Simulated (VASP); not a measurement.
# HC16 (a cell with a defect) in VASP: notebook

One crystal, HC16 (a cell with a defect), is run at these levels: PBE+D3(BJ); tasks: single point, relaxation of the atoms.

All numbers are computed with VASP 6.6.1; they aren't measurements. Logs are shortened: lines on timing, memory, paths and dates and some standing lists are left out, and cuts for length are marked.

## 1. The structure

The cell holds a defect, 17 atoms: a = 5.049 Å, b = 5.049 Å, c = 5.049 Å, α = 60.00°, β = 60.00°, γ = 60.00°.

The cell was built by a generator and needn't be a form met in nature.

## 2. Single point, PBE+D3(BJ)

File INCAR:

```
SYSTEM = HC16
ALGO = Normal ; EDIFF = 1E-6
ENCUT = 520 ; GGA = PE
ISIF = 2 ; ISMEAR = 0
IVDW = 12 ; LASPH = .TRUE.
LCHARG = .FALSE. ; LREAL = Auto
LWAVE = .FALSE. ; NBANDS = 46
NELECT = 64.0 ; NELM = 80
PREC = Accurate ; SIGMA = 0.02
```

File KPOINTS:

```
k-points
0
G
  3 3 3
  0 0 0
```

File POSCAR:

```
HC16
1.0
    0.0000000000      3.5700000000      3.5700000000
    3.5700000000      0.0000000000      3.5700000000
    3.5700000000      3.5700000000      0.0000000000
C H
16 1
Direct
   -0.0121647560     -0.0118535248     -0.0064118442
    0.1368792663      0.1315318018      0.1369626136
    0.0001137202     -0.0039976409      0.5161146332
    0.1307290558      0.1208314660      0.6302951588
   -0.0060223142      0.4948176420      0.0042937869
    0.1245944278      0.6090244024      0.1291068421
   -0.0014597509      0.4934583488      0.5071208528
    0.1261649121      0.6179892498      0.6316683136
    0.5026276710     -0.0053743364      0.0043697961
    0.6220707381      0.1207444092      0.1304772870
    0.5041552890     -0.0070962795      0.5060749123
    0.6257428844      0.1216218699      0.6304040796
    0.4989574964      0.4947123214      0.0034937757
    0.6205526562      0.6190353545      0.1322139341
    0.4996858819      0.4947550499      0.5060400993
    0.6250179561      0.6190764221      0.6303599240
    1.0621887359      0.9075488439      0.2177635551
```

Potentials or basis: VASP PAW PBE potentials, release 64 (C, H).

Started as:

```bash
> cat potpaw_PBE.64/C/POTCAR potpaw_PBE.64/H/POTCAR > POTCAR
> mpirun -np 1 vasp_std > vasp.out
```

OUTCAR:

```text
SYSTEM = HC16
   EDIFF = 1E-6
   ENCUT = 520
   GGA = PE
   ISIF = 2
   ISMEAR = 0
   IVDW = 12
   LASPH = .TRUE.
   LREAL = Auto
   NELECT = 64.0
   NELM = 80
   PREC = Accurate
 IVDW          = 12

 ion  position               nearest neighbor table
   1  0.988  0.988  0.994-  17 1.18   4 1.50  10 1.51   6 1.57   2 1.80
   2  0.137  0.132  0.137-  17 1.18   5 1.50   9 1.51   3 1.57   1 1.80
   3  0.000  0.996  0.516-   4 1.52  12 1.54   8 1.56   2 1.57
   4  0.131  0.121  0.630-   1 1.50   3 1.52   7 1.54  11 1.54
   5  0.994  0.495  0.004-   2 1.50   6 1.52   8 1.54  14 1.54
   6  0.125  0.609  0.129-   5 1.52  13 1.54   7 1.56   1 1.57
   7  0.999  0.493  0.507-   4 1.54  16 1.54   8 1.55   6 1.56
   8  0.126  0.618  0.632-   5 1.54  15 1.54   7 1.55   3 1.56
   9  0.503  0.995  0.004-   2 1.51  10 1.53  12 1.54  14 1.55
  10  0.622  0.121  0.130-   1 1.51   9 1.53  13 1.54  11 1.55
  11  0.504  0.993  0.506-   4 1.54  16 1.54  12 1.54  10 1.55
  12  0.626  0.122  0.630-  15 1.54   9 1.54   3 1.54  11 1.54
  13  0.499  0.495  0.003-  16 1.54  10 1.54   6 1.54  14 1.54
  14  0.621  0.619  0.132-   5 1.54  15 1.54  13 1.54   9 1.55
  15  0.500  0.495  0.506-  12 1.54   8 1.54  14 1.54  16 1.54
  16  0.625  0.619  0.630-  13 1.54   7 1.54  11 1.54  15 1.54
  17  0.062  0.908  0.218-   2 1.18   1 1.18

  LATTYP: Found a face centered cubic cell.
 ALAT       =     7.1400000000

  Lattice vectors:

 A1 = (   0.0000000000,   3.5700000000,   3.5700000000)
 A2 = (   3.5700000000,   0.0000000000,   3.5700000000)
 A3 = (   3.5700000000,   3.5700000000,   0.0000000000)

Analysis of symmetry for initial positions (statically):
=====================================================================
 Subroutine PRICEL returns:
 Original cell was already a primitive cell.

 Routine SETGRP: Setting up the symmetry group for a
 face centered cubic supercell.

 Subroutine GETGRP returns: Found  1 space group operations
 (whereof  1 operations were pure point group operations)
 out of a pool of 48 trial point group operations.

The static configuration has the point symmetry C_1 .

Analysis of symmetry for dynamics (positions and initial velocities):
=====================================================================
 Subroutine PRICEL returns:
 Original cell was already a primitive cell.

 Routine SETGRP: Setting up the symmetry group for a
 face centered cubic supercell.

 Subroutine GETGRP returns: Found  1 space group operations
 (whereof  1 operations were pure point group operations)
 out of a pool of 48 trial point group operations.

The dynamic configuration has the point symmetry C_1 .

 Subroutine INISYM returns: Found  1 space group operations
 (whereof  1 operations are pure point group operations),
 and found     1 'primitive' translations

----------------------------------------------------------------------------------------

                                     Primitive cell

  volume of cell :      90.9986

  direct lattice vectors                    reciprocal lattice vectors
     0.000000000  3.570000000  3.570000000    -0.140056022  0.140056022  0.140056022
     3.570000000  0.000000000  3.570000000     0.140056022 -0.140056022  0.140056022
     3.570000000  3.570000000  0.000000000     0.140056022  0.140056022 -0.140056022

  length of vectors
     5.048742418  5.048742418  5.048742418     0.242584147  0.242584147  0.242584147

  position of ions in fractional coordinates (direct lattice)
     0.987835244  0.988146475  0.993588156
     0.136879266  0.131531802  0.136962614
     0.000113720  0.996002359  0.516114633
     0.130729056  0.120831466  0.630295159
     0.993977686  0.494817642  0.004293787
     0.124594428  0.609024402  0.129106842
[... 9 lines left out ...]
     0.625017956  0.619076422  0.630359924
     0.062188736  0.907548844  0.217763555

  ion indices of the primitive-cell ions
   primitive index   ion index
                 1           1
                 2           2
                 3           3
                 4           4
                 5           5
                 6           6
[... 9 lines left out ...]
                16          16
                17          17

----------------------------------------------------------------------------------------

 KPOINTS: k-points

Automatic generation of k-mesh.
 Grid dimensions read from file:
 generate k-points for:    3    3    3

 Generating k-lattice:

  Cartesian coordinates                     Fractional coordinates (reciprocal lattice)
    -0.046685341  0.046685341  0.046685341     0.333333333  0.000000000  0.000000000
     0.046685341 -0.046685341  0.046685341     0.000000000  0.333333333  0.000000000
     0.046685341  0.046685341 -0.046685341     0.000000000  0.000000000  0.333333333

  Length of vectors
     0.080861382  0.080861382  0.080861382

  Shift w.r.t. Gamma in fractional coordinates (k-lattice)
     0.000000000  0.000000000  0.000000000

 Subroutine IBZKPT returns following result:
 ===========================================

 Found     14 irreducible k-points:

 Following reciprocal coordinates:
            Coordinates               Weight
  0.000000  0.000000  0.000000      1.000000
  0.333333  0.000000  0.000000      2.000000
  0.000000  0.333333  0.000000      2.000000
  0.000000  0.000000  0.333333      2.000000
  0.333333  0.333333  0.333333      2.000000
  0.333333  0.333333  0.000000      2.000000
  0.000000  0.333333  0.333333      2.000000
  0.333333  0.000000  0.333333      2.000000
 -0.333333  0.333333  0.000000      2.000000
  0.000000 -0.333333  0.333333      2.000000
  0.333333  0.000000 -0.333333      2.000000
  0.333333  0.333333 -0.333333      2.000000
 -0.333333  0.333333 -0.333333      2.000000
  0.333333 -0.333333 -0.333333      2.000000
   k-points           NKPTS =     14   k-points in BZ     NKDIM =     14   number of bands    NBANDS=     46
   number of dos      NEDOS =    301   number of ions     NIONS =     17
   total plane-waves  NPLWV =  64000
   dimension x,y,z NGX =    40 NGY =   40 NGZ =   40
   dimension x,y,z NGXF=    80 NGYF=   80 NGZF=   80
   ions per type =              16   1
   NGX,Y,Z   is equivalent  to a cutoff of  13.17, 13.17, 13.17 a.u.
   NGXF,Y,Z  is equivalent  to a cutoff of  26.34, 26.34, 26.34 a.u.
 SYSTEM =  HC16
   PREC   = accura    normal or accurate (medium, high low for compatibility)
   ISTART =      0    job   : 0-new  1-cont  2-samecut
   ICHARG =      2    charge: 1-file 2-atom 10-const
   ISPIN  =      1    spin polarized calculation?
   LNONCOLLINEAR =      F non collinear calculations
   LSORBIT =      F    spin-orbit coupling
   LASPH  =      T    aspherical Exc in radial PAW
   ENCUT  =  520.0 eV  38.22 Ry    6.18 a.u.   9.39  9.39  9.39*2*pi/ulx,y,z
   NELM   =     80;   NELMIN=  2; NELMDL= -5     # of ELM steps
   EDIFF  = 0.1E-05   stopping-criterion for ELM
   LREAL  =      T    real-space projection
   EDIFFG = 0.1E-04   stopping-criterion for IOM
   NSW    =      0    number of steps for IOM
   IBRION =     -1    ionic relax: 0-MD 1-quasi-New 2-CG
   NFREE  =      0    steps in history (QN), initial steepest desc. (CG)
   ISIF   =      2    stress and relaxation
   ISYM   =      2    0-nonsym 1-usesym 2-fastsym
   POTIM  = 0.5000    time-step for ionic-motion
   TEBEG  =    0.0;   TEEND  =   0.0 temperature during run
   PSTRESS=    0.0 pullay stress
   NELECT =      64.0000    total number of electrons
   NUPDOWN=      -1.0000    fix difference up-down
   EMIN   =  10.00;   EMAX   =-10.00  energy-range for DOS
   EFERMI =   0.00;   METHOD = LEGACY
   ISMEAR =     0;   SIGMA  =   0.02  broadening in eV -4-tet -1-fermi 0-gaus
   EFERMI_NEDOS =   21; number of points for ismear=-14 and -15
   IALGO  =     38    algorithm
   IMIX   =      4    mixing-type and parameters
     AMIX     =   0.40;   BMIX     =  1.00
     AMIX_MAG =   1.60;   BMIX_MAG =  1.00
  volume/ion in A,a.u.               =       5.35        36.12
  Fermi-wavevector in a.u.,A,eV,Ry     =   1.455872  2.751200 28.838420  2.119564
  Thomas-Fermi vector in A             =   2.572856
   LORBIT       =      0    0 simple, 1 ext, 2 COOP (PROOUT), +10 PAW based schemes
   GGA     = PE    functional components
   LHFCALC =     F    Hartree Fock is set to
   AEXX    =    0.0000 exact exchange contribution
   IVDW    =    12    specifies the selected vdW correction
   LEPSILON=     F    determine dielectric tensor
   LRPA    =     F    only Hartree local field effects (RPA)
 non-spin polarized calculation
 Gauss-broadening in eV      SIGMA  =   0.02
  energy-cutoff  :      520.00
  volume of cell :       91.00
 maximum number of plane-waves:      2453
 NGX is ok and might be reduce to    40
   NGX = 19   NGY = 19   NGZ = 19

 number of electron      64.0000001 magnetization

 Free energy of the ion-electron system (eV)
  ---------------------------------------------------
  ext. energy  EPLUGINS =         0.00000000
  ---------------------------------------------------
  free energy    TOTEN  =      -155.22744704 eV

  energy without entropy =     -155.22744704  energy(sigma->0) =     -155.22744704

 E-fermi :  10.0079     XC(G=0): -13.2420

 val. band max:        9.8911721876   @ k =   0.0000   0.0000   0.0000
 cond. band min:      12.4710788037   @ k =   0.0000   0.0000   0.0000
 fundamental gap:      2.5799066161
 Fermi energy:        10.0078662741

 k-point     1 :       0.0000    0.0000    0.0000
  band No.  band energies     occupation
      1     -11.9896      2.00000
      2      -6.9383      2.00000
      3      -6.0153      2.00000
      4      -5.9370      2.00000
      5      -5.8845      2.00000
      6      -4.7862      2.00000
[... 36 lines left out ...]
     43      17.6813      0.00000
     44      18.0498      0.00000

 k-point     2 :       0.3333    0.0000    0.0000
  band No.  band energies     occupation
      1     -11.2969      2.00000
      2      -8.8909      2.00000
      3      -6.5833      2.00000
      4      -6.1553      2.00000
      5      -5.9552      2.00000
      6      -5.3029      2.00000
[... 36 lines left out ...]
     43      17.9016      0.00000
     44      17.9702      0.00000

 k-point     3 :       0.0000    0.3333    0.0000
  band No.  band energies     occupation
      1     -11.2764      2.00000
      2      -8.9363      2.00000
      3      -6.6893      2.00000
      4      -6.1696      2.00000
      5      -5.9245      2.00000
      6      -5.2188      2.00000
[... 36 lines left out ...]
     43      17.7346      0.00000
     44      17.9984      0.00000

 k-point     4 :       0.0000    0.0000    0.3333
  band No.  band energies     occupation
      1     -11.2764      2.00000
      2      -8.9364      2.00000
      3      -6.6894      2.00000
      4      -6.1697      2.00000
      5      -5.9243      2.00000
      6      -5.2186      2.00000
[... 412 lines left out ...]
     43      19.2663      0.00000
     44      19.4821      0.00000

 k-point    13 :      -0.3333    0.3333   -0.3333
  band No.  band energies     occupation
      1     -10.2210      2.00000
      2      -9.3402      2.00000
      3      -8.8522      2.00000
      4      -6.9747      2.00000
      5      -6.6888      2.00000
      6      -4.6081      2.00000
[... 36 lines left out ...]
     43      19.2664      0.00000
     44      19.4819      0.00000

 k-point    14 :       0.3333   -0.3333   -0.3333
  band No.  band energies     occupation
      1     -10.2729      2.00000
      2      -9.2715      2.00000
      3      -8.8138      2.00000
      4      -7.0309      2.00000
      5      -6.7160      2.00000
      6      -4.5251      2.00000
[... 36 lines left out ...]
     43      19.1610      0.00000
     44      19.4378      0.00000
 [bands above 44 left out]

------------------------ aborting loop because EDIFF is reached ----------------------------------------

 Edisp (eV)   -3.23253

 E8    (eV) :    -0.9204

  FORCE on cell =-STRESS in cart. coord.  units (eV):
  Direction    XX          YY          ZZ          XY          YZ          ZX
  --------------------------------------------------------------------------------------
  -------------------------------------------------------------------------------------
  Total      -8.84046    -9.09552    -9.09459     2.59856     2.07071     2.59798
  in kB    -155.65057  -160.14141  -160.12493    45.75186    36.45818    45.74156
  external pressure =     -158.64 kB  Pullay stress =        0.00 kB

 VOLUME and BASIS-vectors are now :
 -----------------------------------------------------------------------------
  energy-cutoff  :      520.00
  volume of cell :       91.00
      direct lattice vectors                 reciprocal lattice vectors
     0.000000000  3.570000000  3.570000000    -0.140056022  0.140056022  0.140056022
     3.570000000  0.000000000  3.570000000     0.140056022 -0.140056022  0.140056022
     3.570000000  3.570000000  0.000000000     0.140056022  0.140056022 -0.140056022

 POSITION                                       TOTAL-FORCE (eV/Angst)
 -----------------------------------------------------------------------------------
      7.07479      7.07368      7.05425        -0.001785     -0.000623      0.010865
      0.95853      0.97762      0.95823         0.000692     -0.009301     -0.000887
      5.39826      1.84294      3.55613         0.000810     -0.001123     -0.010856
      2.68152      2.71686      0.89807         0.008386      0.002387      0.008667
      1.78183      3.56383      5.31500        -0.007131     -0.008199     -0.002120
      2.63513      0.90571      2.61902        -0.001093      0.010449     -0.000025
[... 9 lines left out ...]
      4.46049      4.48170      4.44142        -0.001648     -0.002536      0.001333
      4.01737      0.99943      3.46196        -0.000518      0.015303     -0.015226
 -----------------------------------------------------------------------------------
    total drift:                               -0.000645     -0.029910      0.023529

  FREE ENERGIE OF THE ION-ELECTRON SYSTEM (eV)
  ---------------------------------------------------
  free  energy   TOTEN  =      -158.4599725838 eV

  energy  without entropy=     -158.4599725838  energy(sigma->0) =     -158.45997258
```

Wall time 88 s (1 thread of Intel Xeon Platinum 8559C (Emerald Rapids), shared host); peak memory 0.26 GiB.

What came out:

| Quantity | Value |
| --- | --- |
| Free energy | -158.4600 eV |
| Largest force | 0.022 eV/Å |
| Band gap on the k mesh | 2.58 eV, direct |
| Dispersion energy per atom | -0.190 eV |

Forces on the atoms (eV/Å):
```
C   -0.002 -0.001  0.011
C    0.001 -0.009 -0.001
C    0.001 -0.001 -0.011
C    0.008  0.002  0.009
C   -0.007 -0.008 -0.002
C   -0.001  0.010  0.000
C   -0.001  0.003  0.000
C    0.001 -0.001 -0.003
C   -0.008 -0.001  0.003
C    0.009 -0.002  0.001
C    0.000 -0.003 -0.003
C   -0.003 -0.005 -0.001
C    0.003  0.001  0.006
C    0.000  0.002  0.002
C    0.002 -0.001  0.003
C   -0.002 -0.003  0.001
H   -0.001  0.015 -0.015
```

Levels at points of the mesh, in eV from the valence-band top:
```csv
k point,band 28,band 29,band 30,band 31,band 32,band 33,band 34,band 35,band 36,band 37
"(0.00, 0.00, 0.00)",-2.73,-2.61,-0.28,-0.15,0.00,2.58,3.35,4.29,4.50,4.80
```

Caveat: the k mesh is coarse (spacing up to 0.51 Å⁻¹), so the values aren't converged; the cell carries a net charge on a neutralising background, which shifts energy and pressure; the cell is charged against a uniform background, so pressure and absolute levels hang on convention.

(Part 1 of 2 ends here.)
